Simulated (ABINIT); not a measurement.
# SnSe2 (P-3m1) in ABINIT: convergence with cutoff

Aim: find how far cutoff must go before the results for SnSe2 settle, at PBEsol. This setting moves, with any that are tied to it; all else stays.

Everything below comes from runs of ABINIT 10.8.3 (patched build). Logs are shortened: lines on timing, memory, paths and dates and some standing lists are left out, and cuts for length are marked. The log counts tension as positive stress, the text compression.

## (1) Starting point

Symmetry: P-3m1, No. 164, trigonal system. Conventional cell: a = 3.811 Å, b = 3.811 Å, c = 6.136 Å, α = 90.00°, β = 90.00°, γ = 120.00°. Around Sn (site symmetry -3m) lie 6 Se at 2.68 Å. Se (site symmetry 3m) is surrounded by 3 Sn at 2.68 Å.

## (2) With cutoff 9 Ha

The input, run.abi:

```
# Pseudopotentials
pp_dirpath "./"
pseudos "Sn.GGA_PBE-JTH_sp.xml, Se.GGA_PBE-JTH.xml"

# Structure
acell 3*1.0 Angstrom
rprim
     3.8110000000     0.0000000000     0.0000000000
    -1.9055000000     3.3004228138     0.0000000000
     0.0000000000     0.0000000000     6.1360000000
ntypat 2
znucl 50 34
natom 3
typat 1 2 2
xred
     0.0000000000     0.0000000000     0.0000000000
     0.6666666667     0.3333333333     0.7510000000
     0.3333333333     0.6666666667     0.2490000000

# Plane-wave basis
ecut 9.0
pawecutdg 57.2
pawxcdev 0

# k points
kptopt 1
ngkpt 8 8 5
nshiftk 1
shiftk 0.0 0.0 0.0

# Exchange and correlation
ixc -116133

# Bands and occupations
nband 12
occopt 4
tsmear 0.1 eV

# SCF cycle
nstep 100
tolvrs 1.0e-9

# Output
iomode 3
prtwf 0
prtden 0
prteig 0
prtebands 0
```

Potentials or basis: JTH PAW PBE v2.0 sp.

Launch:

```console
$ abinit run.abi > log 2>&1
```

run.abo:

```text
.Version 10.8.3 of ABINIT
 Symmetries : space group P-3 m 1 (#164); Bravais hP (primitive hexag.)
================================================================================
 Values of the parameters that define the memory need of the present run
     intxc =       0    ionmov =       0      iscf =      17    lmnmax =      13
     lnmax =       5     mgfft =      32  mpssoang =       3    mqgrid =    3948
     natom =       3  nloc_mem =       2    nspden =       1   nspinor =       1
    nsppol =       1      nsym =      12    n1xccc =       1    ntypat =       2
    occopt =       4   xclevel =       2
       mpw =         683          nfft =       12800          nkpt =          40
 PAW method is used; the additional fine FFT grid is defined by:
   mgfftf=        80    nfftf =    200000
================================================================================
================================================================================

--------------------------------------------------------------------------------
------------- Echo of variables that govern the present computation ------------
--------------------------------------------------------------------------------
 -outvars: echo values of preprocessed input variables --------
            acell      1.8897261259E+00  1.8897261259E+00  1.8897261259E+00 Bohr
              amu      1.18710000E+02  7.89600000E+01
             ecut      9.00000000E+00 Hartree
              ixc     -116133
         kptrlatt        8    0    0      0    8    0      0    0    5
          kptrlen      5.76139701E+01
            natom           3
            nband          12
            ngfft          20      20      32
          ngfftdg          50      50      80
             nkpt          40
            nstep         100
             nsym          12
           ntypat           2
           occopt           4
        pawecutdg      5.72000000E+01 Hartree
         pawxcdev           0
           prtden           0
        prtebands           0
           prteig           0
            prtwf           0
            rprim      3.8110000000E+00  0.0000000000E+00  0.0000000000E+00
                      -1.9055000000E+00  3.3004228138E+00  0.0000000000E+00
                       0.0000000000E+00  0.0000000000E+00  6.1360000000E+00
          spgroup         164
           tolvrs      1.00000000E-09
           tsmear      3.67493222E-03 Hartree
            typat      1  2  2
           useylm           1
           xangst      0.0000000000E+00  0.0000000000E+00  0.0000000000E+00
                       1.9055000000E+00  1.1001409379E+00  4.6081360000E+00
                       3.9252476502E-17  2.2002818759E+00  1.5278640000E+00
            xcart      0.0000000000E+00  0.0000000000E+00  0.0000000000E+00
                       3.6008731329E+00  2.0789650726E+00  8.7081149909E+00
                       7.4176430353E-17  4.1579301452E+00  2.8872445176E+00
             xred      0.0000000000E+00  0.0000000000E+00  0.0000000000E+00
[... 132 lines left out ...]
    2      -0.000000000000     -0.000000000000      0.148975357496
    3       0.000000000000     -0.000000000000     -0.148975357496

 cartesian coordinates (angstrom) at end:
    1      0.00000000000000     0.00000000000000     0.00000000000000
    2      1.90550000000000     1.10014093793333     4.60813600000000
    3      0.00000000000000     2.20028187586667     1.52786400000000

 cartesian forces (hartree/bohr) at end:
    1     -0.00000000000000    -0.00000000000000    -0.00000000000000
    2      0.00000000000000     0.00000000000000    -0.01284784291386
    3     -0.00000000000000    -0.00000000000000     0.01284784291386
 frms,max,avg= 6.0565312E-03 1.2847843E-02   0.000E+00  0.000E+00  0.000E+00 h/b

 cartesian forces (eV/Angstrom) at end:
    1     -0.00000000000000    -0.00000000000000    -0.00000000000000
    2      0.00000000000000     0.00000000000000    -0.66066264568964
    3     -0.00000000000000    -0.00000000000000     0.66066264568964
 frms,max,avg= 3.1143936E-01 6.6066265E-01   0.000E+00  0.000E+00  0.000E+00 e/A
 length scales=  1.889726125908  1.889726125908  1.889726125908 bohr
              =  1.000000000000  1.000000000000  1.000000000000 angstroms
 Fermi (or HOMO) energy (hartree) =   0.01380   Average Vxc (hartree)=  -0.35855
 Eigenvalues (hartree) for nkpt=  40  k points:
 kpt#   1, nband= 12, wtk=  0.00313, kpt=  0.0000  0.0000  0.0000 (reduced coord)
  -0.50556   -0.43923   -0.21492   -0.01445   -0.01445   -0.00475   -0.00475    0.01122
   0.04709    0.11621    0.17965    0.17965
      occupation numbers for kpt#   1
   2.00000    2.00000    2.00000    2.00000    2.00000    2.00000    2.00000    1.91943
   0.00000    0.00000    0.00000    0.00000
 prteigrs : prtvol=0 or 1, do not print more k-points.

--- !EnergyTerms
iteration_state     : {dtset: 1, }
comment             : Components of total free energy in Hartree
kinetic             :  8.04061894077371E+00
hartree             :  2.57368507512823E+00
xc                  : -1.67791021665889E+01
Ewald energy        : -2.13601273526643E+01
psp_core            :  2.77802450455081E+00
local_psp           : -7.89563642151054E+00
PAW spherical_terms :  9.82812717807508E+00
internal            : -2.28144102422359E+01
'-kT*entropy'       :  2.89892637602065E-05
total_energy        : -2.28143812529722E+01
total_energy_eV     : -6.20810940237693E+02
...

--- !EnergyTermsDC
iteration_state     : {dtset: 1, }
comment             : '"Double-counting" decomposition of free energy'
band_energy         : -2.91592717258586E+00
Ewald energy        : -2.13601273526643E+01
psp_core            :  2.77802450455081E+00
xc_dc               : -1.02268244178977E+01
PAW spherical_terms :  8.91044546401755E+00
internal            : -2.28144089745794E+01
'-kT*entropy'       :  2.89892637602065E-05
total_energy_dc     : -2.28143799853157E+01
total_energy_dc_eV  : -6.20810905743003E+02
...

--- !EnergyTermsWithPAWCore
iteration_state     : {dtset: 1, }
comment             : 'Components of total free energy, including PAW core contributions'
Total energy        : -1.10315456286588E+04
Total energy DC     : -1.10315456273911E+04
Total energy (eV)   : -3.00183648991597E+05
Total energy DC (eV): -3.00183648957102E+05
...

 Cartesian components of stress tensor (hartree/bohr^3)
  sigma(1 1)= -7.63926291E-05  sigma(3 2)=  0.00000000E+00
  sigma(2 2)= -7.63926290E-05  sigma(3 1)=  0.00000000E+00
  sigma(3 3)= -1.37884493E-04  sigma(2 1)=  0.00000000E+00

-Cartesian components of stress tensor (GPa)         [Pressure=  2.8506E+00 GPa]
- sigma(1 1)= -2.24754874E+00  sigma(3 2)=  0.00000000E+00
- sigma(2 2)= -2.24754874E+00  sigma(3 1)=  0.00000000E+00
- sigma(3 3)= -4.05670183E+00  sigma(2 1)=  0.00000000E+00

== END DATASET(S) ==============================================================
================================================================================

 -outvars: echo values of variables after computation  --------
            acell      1.8897261259E+00  1.8897261259E+00  1.8897261259E+00 Bohr
           etotal     -2.2814379985E+01
            fcart     -2.4925854774E-29 -1.8708233653E-28 -0.0000000000E+00
                       1.2462927387E-28  3.3099182617E-28 -1.2847842914E-02
                      -9.9703419097E-29 -1.4390948964E-28  1.2847842914E-02
            rprim      3.8110000000E+00  0.0000000000E+00  0.0000000000E+00
                      -1.9055000000E+00  3.3004228138E+00  0.0000000000E+00
                       0.0000000000E+00  0.0000000000E+00  6.1360000000E+00
           strten     -7.6392629104E-05 -7.6392629032E-05 -1.3788449269E-04
                       0.0000000000E+00  0.0000000000E+00  0.0000000000E+00
           xangst      0.0000000000E+00  0.0000000000E+00  0.0000000000E+00
                       1.9055000000E+00  1.1001409379E+00  4.6081360000E+00
                       3.9252476502E-17  2.2002818759E+00  1.5278640000E+00
             xred      0.0000000000E+00  0.0000000000E+00  0.0000000000E+00
                       6.6666666667E-01  3.3333333333E-01  7.5100000000E-01
                       3.3333333333E-01  6.6666666667E-01  2.4900000000E-01
 Calculation completed.
```

Wall time 16 s (1 thread of Arm Neoverse V2, shared host); peak memory 0.14 GiB.

Results:

| Item | Value |
| --- | --- |
| Free energy | -620.8109 eV |
| Largest force | 0.661 eV/Å |
| Band gap on the k mesh | 0.71 eV, indirect (least direct gap 0.98 eV) |
| Valence electrons inside the program's atomic spheres | Sn 2.52; Se 3.94 |

## (3) With cutoff 11 Ha

Changes to run.abi since step 2:

```diff
@@ -20,3 +20,3 @@
 # Plane-wave basis
-ecut 9.0
+ecut 11.0
 pawecutdg 57.2
```

Potentials or basis: JTH PAW PBE v2.0 sp.

Launch:

```console
$ abinit run.abi > log 2>&1
```

Run time: 20 s. Hardware: 1 thread of Arm Neoverse V2, shared host; peak memory 0.14 GiB.

Results (log left out):

| Property | Result |
| --- | --- |
| Free energy | -620.8132 eV |
| Largest force | 0.659 eV/Å |
| Band gap on the k mesh | 0.71 eV, indirect (least direct gap 0.98 eV) |
| Valence electrons inside the program's atomic spheres | Sn 2.52; Se 3.94 |

## (4) With cutoff 13 Ha

Changes to run.abi since step 3:

```diff
@@ -20,3 +20,3 @@
 # Plane-wave basis
-ecut 11.0
+ecut 13.0
 pawecutdg 57.2
```

Launch:

```console
$ abinit run.abi > log 2>&1
```

Wall time 22 s (1 thread of Arm Neoverse V2, shared host); peak memory 0.15 GiB.

Results (log left out):

- Free energy: -620.8138 eV
- Largest force: 0.659 eV/Å
- Band gap on the k mesh: 0.71 eV, indirect (least direct gap 0.98 eV)
- Valence electrons inside the program's atomic spheres: Sn 2.53; Se 3.94

## (5) With cutoff 15.5 Ha

Changes to run.abi since step 4:

```diff
@@ -20,3 +20,3 @@
 # Plane-wave basis
-ecut 13.0
+ecut 15.5
 pawecutdg 57.2
```

Launch:

```console
$ abinit run.abi > log 2>&1
```

It took 29 s on 1 thread of Arm Neoverse V2, shared host; peak memory 0.16 GiB.

It converged, with:

| Quantity | Value |
| --- | --- |
| Free energy | -620.8141 eV |
| Largest force | 0.658 eV/Å |
| Band gap on the k mesh | 0.71 eV, indirect (least direct gap 0.98 eV) |
| Valence electrons inside the program's atomic spheres | Sn 2.53; Se 3.94 |

## (6) With cutoff 18.5 Ha

Changes to run.abi since step 5:

```diff
@@ -20,3 +20,3 @@
 # Plane-wave basis
-ecut 15.5
+ecut 18.5
 pawecutdg 57.2
```

Potentials or basis: JTH PAW PBE v2.0 sp.

Launch:

```console
$ abinit run.abi > log 2>&1
```

Run time: 32 s. Hardware: 1 thread of Arm Neoverse V2, shared host; peak memory 0.17 GiB.

It converged, with:

```
Free energy                                           : -620.8144 eV
Largest force                                         : 0.658 eV/Å
Band gap on the k mesh                                : 0.71 eV, indirect (least direct gap 0.98 eV)
Valence electrons inside the program's atomic spheres : Sn 2.53; Se 3.94
```

## (7) With cutoff 22 Ha

Changes to run.abi since step 6:

```diff
@@ -20,3 +20,3 @@
 # Plane-wave basis
-ecut 18.5
+ecut 22.0
 pawecutdg 57.2
```

Launch:

```console
$ abinit run.abi > log 2>&1
```

It took 38 s on 1 thread of Arm Neoverse V2, shared host; peak memory 0.18 GiB.

It converged, with:

| Item | Value |
| --- | --- |
| Free energy | -620.8146 eV |
| Pressure | 2.9 GPa |
| Largest force | 0.658 eV/Å |
| Band gap on the k mesh | 0.71 eV, indirect (least direct gap 0.98 eV) |
| Valence electrons inside the program's atomic spheres | Sn 2.53; Se 3.94 |

## (8) With cutoff 25.5 Ha

Changes to run.abi since step 7:

```diff
@@ -20,3 +20,3 @@
 # Plane-wave basis
-ecut 22.0
+ecut 25.5
 pawecutdg 57.2
```

Launch:

```console
$ abinit run.abi > log 2>&1
```

Wall time 48 s (1 thread of Arm Neoverse V2, shared host); peak memory 0.2 GiB.

The run converged. Its results:

| Property | Result |
| --- | --- |
| Free energy | -620.8146 eV |
| Pressure | 2.9 GPa |
| Largest force | 0.658 eV/Å |
| Band gap on the k mesh | 0.71 eV, indirect (least direct gap 0.98 eV) |
| Valence electrons inside the program's atomic spheres | Sn 2.53; Se 3.94 |

## (9) With cutoff 29.5 Ha

Changes to run.abi since step 8:

```diff
@@ -20,3 +20,3 @@
 # Plane-wave basis
-ecut 25.5
+ecut 29.5
 pawecutdg 57.2
```

Potentials or basis: JTH PAW PBE v2.0 sp.

Launch:

```console
$ abinit run.abi > log 2>&1
```

Wall time 57 s (1 thread of Arm Neoverse V2, shared host); peak memory 0.21 GiB.

Results (log left out):

```yaml
Free_energy: -620.8146 eV
Pressure: 2.9 GPa
Largest_force: 0.658 eV/Å
Band_gap_on_the_k_mesh: 0.71 eV, indirect (least direct gap 0.98 eV)
Valence_electrons_inside_the_program's_atomic_spheres: Sn 2.53; Se 3.94
```

## (10) With cutoff 35 Ha

Changes to run.abi since step 9:

```diff
@@ -20,3 +20,3 @@
 # Plane-wave basis
-ecut 29.5
+ecut 35.0
 pawecutdg 57.2
```

Launch:

```console
$ abinit run.abi > log 2>&1
```

Wall time 66 s (1 thread of Arm Neoverse V2, shared host); peak memory 0.24 GiB.

Results (log left out):

```
Free energy                                           : -620.8146 eV
Pressure                                              : 2.9 GPa
Largest force                                         : 0.658 eV/Å
Band gap on the k mesh                                : 0.71 eV, indirect (least direct gap 0.98 eV)
Valence electrons inside the program's atomic spheres : Sn 2.53; Se 3.94
```

## (11) Summary

| cutoff | energy less the tightest run (meV/atom) | largest force (eV/Å) | SCF cycles | CPU time (s) | peak memory (GiB) |
| --- | --- | --- | --- | --- | --- |
| 9 Ha | 1.24 | 0.661 | 11 | 16 | 0.14 |
| 11 Ha | 0.47 | 0.659 | 11 | 20 | 0.14 |
| 13 Ha | 0.26 | 0.659 | 11 | 22 | 0.15 |
| 15.5 Ha | 0.17 | 0.658 | 12 | 29 | 0.16 |
| 18.5 Ha | 0.06 | 0.658 | 11 | 32 | 0.17 |
| 22 Ha | 0.02 | 0.658 | 11 | 38 | 0.18 |
| 25.5 Ha | 0.01 | 0.658 | 11 | 48 | 0.2 |
| 29.5 Ha | 0.01 | 0.658 | 11 | 57 | 0.21 |
| 35 Ha | 0.00 | 0.658 | 10 | 66 | 0.24 |

Against the tightest run, the energy stays within 1 meV/atom from 11 Ha on; the largest force stays within 0.005 eV/Å from 9 Ha on. The tightest run that finished is the yardstick and may itself not be fully converged.

Caveats: the PAW data sets were made with another functional, which shifts forces and pressure a little; spin-orbit coupling is left out, which moves the levels of the heavy elements; this set keeps more shells in the core, which shifts pressures and gaps; an odd mesh through Γ misses points on the zone boundary, where band edges often lie; this functional lacks dispersion, which binds the layers, so the pressure and a relaxed spacing across them are unreliable.
